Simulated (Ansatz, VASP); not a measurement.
One calculation of SrO, two programs

```xyz
4
Lattice="3.4863 0.0000 0.0000 -1.7432 3.0192 0.0000 0.0000 0.0000 6.1379" Properties=species:S:1:pos:R:3 pbc="T T T"
Sr    0.0000    0.0000    0.0000
Sr    0.0000    0.0000    3.0689
O     0.0000    2.0128    1.5345
O     1.7432    1.0064    4.6034
```

Alike in both runs: functional PBEsol; k mesh 10 × 10 × 6; occupations gaussian, width 0.05 eV; no spin polarisation.

Ansatz relaxed the structure, and its values are those at the end. VASP's run is a single point on that final structure, the one shown.

```csv
,VASP,Ansatz
version,VASP 6.6.1,Ansatz 0.2.0
potentials or method,"VASP PAW PBE potentials, release 64 (Sr_sv, O)","scalar-relativistic, plane waves, PAW"
plane-wave cutoff (eV),520,420
valence electrons in the cell,32,32
```

|  | VASP | Ansatz | Ansatz less VASP |
| --- | --- | --- | --- |
| gap on the k mesh at the Fermi level (eV) | 3.40 | 3.43 | +0.025 |
| least direct gap on the mesh (eV) | 3.40 | 3.46 | +0.051 |
| pressure (GPa) | 4.9 | 4.0 | -0.85 |

The functional is the same, so the differences come from potentials, cutoffs and numerics.

Caveats: the PAW data sets were made with another functional, which shifts forces and pressure a little (VASP). Expect the measured gap to be larger: semilocal functionals such as PBEsol lack the derivative discontinuity. A k mesh can miss the band edges.
